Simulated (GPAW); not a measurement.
# TaN (Fm-3m) in GPAW: notebook

One crystal, TaN, is run at these levels: PBE; tasks: single point.

Program: GPAW 26.7.0. These are calculated values, not measurements. Logs are shortened: lines on timing, memory, paths and dates and some standing lists are left out, and cuts for length are marked. The log counts tension as positive stress, the text compression.

## Step 1: The structure

The structure is cubic, space group Fm-3m (No. 225). Conventional cell: a = 4.358 Å, b = 4.358 Å, c = 4.358 Å, α = 90.00°, β = 90.00°, γ = 90.00°. Ta (site symmetry m-3m) is surrounded by 6 N at 2.18 Å. Around N (site symmetry m-3m) lie 6 Ta at 2.18 Å.

## Step 2: Single point, PBE, collinear spin, ferromagnetic start

run.py reads:

```python
from ase.dft.bandgap import bandgap
from ase.io import read, write
from ase.units import Bohr, GPa
from gpaw import GPAW, PW
from gpaw.elf import elf_from_dft_calculation

atoms = read('TaN.xyz')
atoms.set_initial_magnetic_moments([0.5, 0.0])

calc = GPAW(mode=PW(800),
            xc='PBE',
            kpts={'size': (7, 7, 7), 'gamma': True},
            occupations={'name': 'methfessel-paxton', 'order': 0, 'width': 0.05},
            nbands=19,
            convergence={'density': 1e-05, 'energy': 1e-05},
            maxiter=150,
            txt='gpaw.txt')
atoms.calc = calc
energy = atoms.get_potential_energy()
forces = atoms.get_forces()
stress = atoms.get_stress()
calc.write('gs.gpw')
write('result.traj', atoms)
print(f'Energy: {energy:.6f} eV')
print('Forces (eV/A):')
print(forces.round(4))
print('Stress (GPa):', (stress / GPa).round(3))
print('Moments:', calc.get_magnetic_moments().round(3))
print('Fermi level:', round(calc.get_fermi_level(), 4), 'eV')
print(f'Gap: {bandgap(calc)[0]:.4f} eV, direct: {bandgap(calc, direct=True)[0]:.4f} eV')

# fields on the real-space grid
write('density.cube', atoms, data=calc.get_pseudo_density() * Bohr**3)
write('potential.cube', atoms, data=calc.get_electrostatic_potential())
write('spin.cube', atoms, data=(calc.get_pseudo_density(spin=0) - calc.get_pseudo_density(spin=1)) * Bohr**3)
write('elf.cube', atoms, data=elf_from_dft_calculation(calc).data)
```

TaN.xyz reads:

```xyz
2
Lattice="0.0000000000 2.1790013100 2.1790013100 2.1790013100 0.0000000000 2.1790013100 2.1790013100 2.1790013100 0.0000000000" Properties=species:S:1:pos:R:3 pbc="T T T"
Ta     2.1790013100      2.1790013100      2.1790013100
N      0.0000000000      0.0000000000      0.0000000000
```

Potentials or basis: GPAW PAW data sets (gpaw-data 1.2.1), pw.

Started as:

```bash
> OMP_NUM_THREADS=1 python run.py
```

gpaw.txt:

```text
__  _  _
 | _ |_)|_||  |
 |__||  | ||/\| - 26.7.0

Input parameters:
  mode=PW(ecut=800.0),
  convergence={'density': 1e-05, 'energy': 1e-05},
  kpts=MonkhorstPack(size=(7, 7, 7), gamma=True),
  maxiter=150,
  nbands=19,
  occupations=Occupations(name='methfessel-paxton', order=0, width=0.05),
  xc=XC(name='PBE')

Diagonalizing LCAO Hamiltonian
Converting LCAO to pw mode

              Ta

       N

Atoms  # Å, Bohr magnetons
|   | symbol |        x |        y |        z |    initial magnetic moments |
|---|--------|----------|----------|----------|-----------------------------|
| 0 |     Ta | 2.179001 | 2.179001 | 2.179001 | ( 0.0000,  0.0000,  0.5000) |
| 1 |      N | 0.000000 | 0.000000 | 0.000000 | ( 0.0000,  0.0000,  0.0000) |

Unit cell  # Å
| periodic |        x |        y |        z |  lengths |    angles |
|----------|----------|----------|----------|----------|-----------|
|      yes | 0.000000 | 2.179001 | 2.179001 | 3.081573 | 60.000000 |
|      yes | 2.179001 | 0.000000 | 2.179001 | 3.081573 | 60.000000 |
|      yes | 2.179001 | 2.179001 | 0.000000 | 3.081573 | 60.000000 |

Number of symmetries: 48
Symmetry operations  # r_c * U_cc + t_c -> r_c
|    | kind |            matrix            |
|----|------|------------------------------|
|  0 |  σ   |  1, 0, 0,  1, 0,-1,  1,-1, 0 |
|  1 |  C2  |  1, 0, 0,  1,-1, 0,  1, 0,-1 |
|  2 |  E   |  1, 0, 0,  0, 1, 0,  0, 0, 1 |
|  3 |  σ   |  1, 0, 0,  0, 0, 1,  0, 1, 0 |
|  4 |  C4  |  1, 0,-1,  1, 0, 0,  1,-1, 0 |
|  5 |  S6  |  1, 0,-1,  1,-1, 0,  1, 0, 0 |
|  6 |  σ   |  1, 0,-1,  0, 1,-1,  0, 0,-1 |
|  7 |  C3  |  1, 0,-1,  0, 0,-1,  0, 1,-1 |
|  8 |  S6  |  1,-1, 0,  1, 0, 0,  1, 0,-1 |
|  9 |  C4  |  1,-1, 0,  1, 0,-1,  1, 0, 0 |
| 10 |  C3  |  1,-1, 0,  0,-1, 1,  0,-1, 0 |
| 11 |  σ   |  1,-1, 0,  0,-1, 0,  0,-1, 1 |
| 12 |  σ   |  0, 1, 0,  1, 0, 0,  0, 0, 1 |
| 13 |  C4  |  0, 1, 0,  0, 1,-1, -1, 1, 0 |
| 14 |  C3  |  0, 1, 0,  0, 0, 1,  1, 0, 0 |
| 15 |  S6  |  0, 1, 0, -1, 1, 0,  0, 1,-1 |
| 16 |  C2  |  0, 1,-1,  1, 0,-1,  0, 0,-1 |
| 17 |  σ   |  0, 1,-1,  0, 1, 0, -1, 1, 0 |
| 18 |  S4  |  0, 1,-1,  0, 0,-1,  1, 0,-1 |
| 19 |  C4  |  0, 1,-1, -1, 1, 0,  0, 1, 0 |
| 20 |  C3  |  0, 0, 1,  1, 0, 0,  0, 1, 0 |
| 21 |  σ   |  0, 0, 1,  0, 1, 0,  1, 0, 0 |
| 22 |  S6  |  0, 0, 1,  0,-1, 1, -1, 0, 1 |
| 23 |  C4  |  0, 0, 1, -1, 0, 1,  0,-1, 1 |
| 24 |  S4  |  0, 0,-1,  1, 0,-1,  0, 1,-1 |
| 25 |  C3  |  0, 0,-1,  0, 1,-1,  1, 0,-1 |
| 26 |  C2  |  0, 0,-1,  0,-1, 0, -1, 0, 0 |
| 27 |  S6  |  0, 0,-1, -1, 0, 0,  0,-1, 0 |
| 28 |  S4  |  0,-1, 1,  1,-1, 0,  0,-1, 0 |
| 29 |  C4  |  0,-1, 1,  0, 0, 1, -1, 0, 1 |
| 30 |  C2  |  0,-1, 1,  0,-1, 0,  1,-1, 0 |
| 31 |  σ   |  0,-1, 1, -1, 0, 1,  0, 0, 1 |
| 32 |  C3  |  0,-1, 0,  1,-1, 0,  0,-1, 1 |
| 33 |  S6  |  0,-1, 0,  0, 0,-1, -1, 0, 0 |
| 34 |  S4  |  0,-1, 0,  0,-1, 1,  1,-1, 0 |
| 35 |  C2  |  0,-1, 0, -1, 0, 0,  0, 0,-1 |
| 36 |  C2  | -1, 1, 0,  0, 1, 0,  0, 1,-1 |
| 37 |  S6  | -1, 1, 0,  0, 1,-1,  0, 1, 0 |
| 38 |  S4  | -1, 1, 0, -1, 0, 1, -1, 0, 0 |
| 39 |  C3  | -1, 1, 0, -1, 0, 0, -1, 0, 1 |
| 40 |  S6  | -1, 0, 1,  0, 0, 1,  0,-1, 1 |
[... 95 lines left out ...]
    |------|--------|-------------|----------|
    |   2s |  2.000 |     -18.583 |    0.603 |
    |   2p |  3.000 |      -7.089 |    0.529 |
    |    s |        |       8.629 |    0.603 |
    |    p |        |      20.123 |    0.529 |
    |    d |        |       0.000 |    0.577 |

    Using partial waves for N as LCAO basis

Reference energy: -425654.162905  # eV

eigensolver:
  PPCG
  Converge bands: occupied
  niter=2

density mixing:
  MSR1-Mixer
  Pratt-step length: 0.05
  Maximum mixing coefficient: 0.75
  Old densities: 10
  SVD Regularization: 0.005
  Good broyden scale: 1.0
  Trust region scale: 1.0
  Backstep threshold: 4.0
  History deletion threshold: 6.0
  Fourier metric: weight=20.0, sigma=0.015

occupation numbers:
  Methfessel-Paxton:
    width: 0.0500  # eV
    order: 0

poisson solver:
  ecut: 6400.0  # eV

xc functional:
  name: PBE with 2 nearest neighbor stencil

convergence criteria:
- Maximum integral of absolute [dens]ity change: 1e-05 electrons / valence electron
- Maximum [total energy] change in last 3 cyles: 1e-05 eV / valence electron
- Maximum integral of absolute [eigenst]ate change: 4e-08 eV^2 / valence electron
maximum number of iterations: 150

SCF iterations
|iter     | |      energy | eigst |  dens |  magmom |
|---------|-|-------------|-------|-------|---------|
|iter:   1| |  -21.722696 | +0.26 |       |  +0.4993|
|iter:   2| |  -21.199591 | -2.43 | -0.86 |  +0.4749|
|iter:   3| |  -19.948144 | -1.49 | -0.91 |  +0.2534|
|iter:   4| |  -19.957809 | -3.12 | -1.58 |  +0.2029|
|iter:   5| |  -19.968047 | -3.44 | -1.74 |  +0.0797|
|iter:   6| |  -19.968258 | -5.27 | -2.51 |  +0.0626|
|iter:   7| |  -19.968443 | -5.75 | -2.72 |  +0.0421|
|iter:   8| |  -19.968613 | -5.40 | -2.95 |  +0.0067|
|iter:   9| |  -19.968616c| -6.69 | -3.63 |  +0.0018|
|iter:  10| |  -19.968616c| -7.46c| -4.09 |  +0.0000|
|iter:  11| |  -19.968616c| -8.51c| -4.96 |  +0.0000|
|iter:  12| |  -19.968616c| -8.89c| -5.45c|  +0.0000|

Converged in 12 steps
Energy contributions relative to reference atoms: (reference = -425654.162905)

Energy contributions:
  Kinetic:          23.453371
  Coulomb:         -22.863115
  Zero:             -0.046358
  External:          0.000000
  Xc:              -20.511488
  Entropy:          -0.002051
  Spinorbit:         0.000000
  ----------------------------
  Free energy:     -19.969641
  Extrapolated:    -19.968616

dipole moment: (-10.807742, -10.807742, -10.807742)  # |e|*Ang

Total magnetic moment: (0.000000, 0.000000, 0.000002)

Local magnetic moments
|        x |        y |         z |
|----------|----------|-----------|
| 0.000000 | 0.000000 | -0.000003 |  # Ta   0
| 0.000000 | 0.000000 |  0.000005 |  # N    1

Fermi level: 16.025
Eigenvalues  # (at kpt = [0.000, 0.000, 0.000])
| band index |      eig [eV] | occ [0-1] |      eig [eV] | occ [0-1] |
|------------|---------------|-----------|---------------|-----------|
|          0 |       -53.337 |     1.000 |       -53.337 |     1.000 |
|        ... |               |           |               |           |
|          3 |       -19.766 |     1.000 |       -19.766 |     1.000 |
|          4 |        -2.964 |     1.000 |        -2.964 |     1.000 |
|          5 |        12.165 |     1.000 |        12.165 |     1.000 |
|          6 |        12.165 |     1.000 |        12.165 |     1.000 |
|          7 |        12.165 |     1.000 |        12.165 |     1.000 |
|          8 |        13.844 |     1.000 |        13.844 |     1.000 |
[... 8 lines left out ...]
|         17 |        40.579 |     0.000 |        40.579 |     0.000 |
|         18 |        43.109 |     0.000 |        43.109 |     0.000 |

No gap
No difference between direct/indirect transitions

Forces  # eV/Ang
|        x |       y |        z |
|----------|---------|----------|
| -0.00000 | 0.00000 | -0.00000 |  # Ta   0
| -0.00000 | 0.00000 | -0.00000 |  # N    1

Stress tensor  # eV/Ang^3
|         x |         y |         z |
|-----------|-----------|-----------|
| -0.089041 |  0.000000 |  0.000000 |
|  0.000000 | -0.089041 |  0.000000 |
|  0.000000 |  0.000000 | -0.089041 |

# Writing to gs.gpw (mode='')
```

Wall time 28 s (1 thread of Arm Neoverse V1, shared host); peak memory 0.16 GiB.

What came out:

| Property | Result |
| --- | --- |
| Free energy | -19.9696 eV |
| Pressure | 14.3 GPa |
| Band gap on the k mesh | none (metal or under the smearing width) |
| Net moment | 0.00 μB per cell |

Levels at points of the mesh, in eV from the Fermi level:
Spin up:
```csv
k point,band 7,band 8,band 9,band 10,band 11,band 12
"(0.00, 0.00, 0.00)",-3.86,-3.86,-2.18,-2.18,-2.18,0.07
```
Spin down:
```tsv
k point	band 7	band 8	band 9	band 10	band 11	band 12
(0.00, 0.00, 0.00)	-3.86	-3.86	-2.18	-2.18	-2.18	0.07
```

The run has no spin-orbit coupling, so splittings on Ta are missing.

## Step 3: Single point, PBE, collinear spin, random start

run.py, as its differences from that of step 2:

```diff
@@ -2,8 +2,7 @@
 from ase.io import read, write
-from ase.units import Bohr, GPa
+from ase.units import GPa
 from gpaw import GPAW, PW
-from gpaw.elf import elf_from_dft_calculation
 
-atoms = read('TaN.xyz')
-atoms.set_initial_magnetic_moments([0.5, 0.0])
+atoms = read('POSCAR')
+atoms.set_initial_magnetic_moments([-0.17, 0.0])
 
@@ -30,7 +29 @@
 print(f'Gap: {bandgap(calc)[0]:.4f} eV, direct: {bandgap(calc, direct=True)[0]:.4f} eV')
-
-# fields on the real-space grid
-write('density.cube', atoms, data=calc.get_pseudo_density() * Bohr**3)
-write('potential.cube', atoms, data=calc.get_electrostatic_potential())
-write('spin.cube', atoms, data=(calc.get_pseudo_density(spin=0) - calc.get_pseudo_density(spin=1)) * Bohr**3)
-write('elf.cube', atoms, data=elf_from_dft_calculation(calc).data)
```

POSCAR reads:

```
TaN
1.0
    0.0000000000      2.1790013100      2.1790013100
    2.1790013100      0.0000000000      2.1790013100
    2.1790013100      2.1790013100      0.0000000000
Ta N
1 1
Direct
    0.5000000000      0.5000000000      0.5000000000
    0.0000000000      0.0000000000      0.0000000000
```

Potentials or basis: GPAW PAW data sets (gpaw-data 1.2.1), pw.

Started as:

```bash
> OMP_NUM_THREADS=1 python run.py
```

Run time: 27 s. Hardware: 1 thread of Arm Neoverse V1, shared host; peak memory 0.16 GiB.

Results (log left out):

- Free energy: -19.9696 eV
- Pressure: 14.3 GPa
- Band gap on the k mesh: none (metal or under the smearing width)
- Net moment: 0.00 μB per cell

Levels at points of the mesh, in eV from the Fermi level:
Spin up:
| k point | band 7 | band 8 | band 9 | band 10 | band 11 | band 12 |
| --- | --- | --- | --- | --- | --- | --- |
| (0.00, 0.00, 0.00) | -3.86 | -3.86 | -2.18 | -2.18 | -2.18 | 0.07 |
Spin down:
```
           k point  band 6  band 7  band 8  band 9  band 10  band 11  band 12  band 13
(0.00, 0.00, 0.00)   -3.86   -3.86   -3.86   -2.18    -2.18    -2.18     0.07     0.07
```
